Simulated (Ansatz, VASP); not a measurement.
Two plane-wave programs on Si

```
Si
1.0
     0.00000    2.71692    2.71692
     2.71692    0.00000    2.71692
     2.71692    2.71692    0.00000
Si
2
Direct
  0.75000 0.75000 0.75000
  0.50000 0.50000 0.50000
```

Alike in both runs: task relaxation of cell and atoms; functional PBEsol; k mesh 12 × 12 × 12; occupations gaussian, width 0.02 eV; no spin polarisation.

```csv
,VASP,Ansatz
version,VASP 6.6.1,Ansatz 0.2.0
potentials or method,"VASP PAW PBE potentials, release 64 (Si)","scalar-relativistic, plane waves, PAW"
plane-wave cutoff (eV),600,420
valence electrons in the cell,8,8
```

|  | VASP | Ansatz | Ansatz less VASP |
| --- | --- | --- | --- |
| gap on the k mesh at the Fermi level, each at its own relaxed structure (eV) | 0.46 | 0.46 | +0.003 |
| relaxed volume (Å³/atom) | 20.08 | 20.06 | -0.021 |
| relaxed cell length with the largest relative difference (Å) | 3.844 | 3.842 | -0.0013 |

Caveats: the PAW data sets were made with another functional, which shifts forces and pressure a little (VASP).
